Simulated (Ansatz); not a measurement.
## Si: a vibration from a frozen displacement

Level of theory: Ansatz 0.2.0, DFT PBE, scalar-relativistic, plane waves, PAW. Settings: plane waves to 420 eV, k-mesh 6×6×6 (Γ-centred), Gaussian smearing 0.05 eV. No spin polarisation. Energies are free energies at this smearing, counted from the undisturbed cell; pressure is positive in compression.

The undisturbed cell (as given, not relaxed at this level; it stands at 2.0 GPa):

```
Si
1.0
     5.43094    0.00000    0.00000
     0.00000   -5.43094    0.00000
     0.00000    0.00000   -5.43094
Si
8
Direct
  0.50000 0.00000 0.00000
  0.00000 0.50000 0.00000
  0.00000 0.00000 0.50000
  0.50000 0.50000 0.50000
  0.75000 0.75000 0.75000
  0.25000 0.25000 0.75000
  0.25000 0.75000 0.25000
  0.75000 0.25000 0.25000
```

Atom 1 (Si) is moved by x along the Cartesian unit vector (0.000, 0.000, 1.000); the cell and all other atoms stay fixed. The cell's volume is 160.19 Å³; the moved atoms weigh 28.085 u together and the others 196.595 u. Some rows repeat others by symmetry and weren't run.

| x (Å) | ΔE (meV/cell) | total force on the moved atoms along the move (eV/Å) | pressure (GPa) |
| --- | --- | --- | --- |
| -0.4500 | 1294.69 | 5.3320 | 3.8743 |
| -0.4050 | 1063.24 | 4.9466 | 3.5500 |
| -0.3600 | 850.27 | 4.5106 | 3.2464 |
| -0.3150 | 657.93 | 4.0315 | 2.9680 |
| -0.2700 | 487.91 | 3.5202 | 2.7222 |
| -0.2250 | 341.51 | 2.9818 | 2.5116 |
| -0.1800 | 219.95 | 2.4170 | 2.3353 |
| -0.1350 | 124.31 | 1.8305 | 2.1952 |
| -0.0900 | 55.43 | 1.2286 | 2.0937 |
| 0.0000 | 0.00 | 0.0000 | 2.0118 |
| 0.0900 | 55.43 | -1.2286 | 2.0937 |
| 0.1350 | 124.31 | -1.8305 | 2.1952 |
| 0.1800 | 219.95 | -2.4170 | 2.3353 |
| 0.2250 | 341.51 | -2.9818 | 2.5116 |
| 0.2700 | 487.91 | -3.5202 | 2.7222 |
| 0.3150 | 657.93 | -4.0315 | 2.9680 |
| 0.3600 | 850.27 | -4.5106 | 3.2464 |
| 0.4050 | 1063.24 | -4.9466 | 3.5500 |
| 0.4500 | 1294.69 | -5.3320 | 3.8743 |

Problem. What frequency belongs to this motion?

Solution. The force constant is k = −dF/dx = 13.651 eV/Å², from the parabola through x = -0.0900, 0 and 0.0900. In every cell the moved atoms swing against the rest, so the mass is μ = m₁m₂/(m₁ + m₂) = 24.574 u, and ν̃ = 521.5 cm⁻¹ × √(|k|/μ) = 389 cm⁻¹, at this cell's pressure of 2.0 GPa. The pattern needn't be a normal mode: ν̃² is then a weighted mean of the squared nonzero frequencies at the zone centre of this cell, taken without macroscopic field, so it lies between the lowest and the highest of them.

Problem. How far does the harmonic law reach?

Solution. At x = -0.450 Å, kx²/2 = 1382.17 meV against the computed 1294.69 meV (-6.3 %): the well is still close to harmonic there.

Problem. The pressure changes with x². What does that say about the frequency under compression?

Solution. With E = k(V)x²/2, k ∝ V^(−2γ) and x scaling with the cell as V^(1/3), P − P0 = −∂E/∂V = (2γ − 2/3) ΔE/V. At x = 0.1350 Å, V(P − P0) = 160.19 × 0.18345 / 160.2 eV = 183.41 meV and ΔE = 124.31 meV, so γ = 1/3 + V(P − P0)/(2ΔE) = 1.07. This is the Grüneisen parameter of the motion under uniform scaling of the cell: shrinking the cell evenly by 1 % in volume raises the frequency by about 1.07 %.

The gap closes along the scan, which can put kinks into the curve.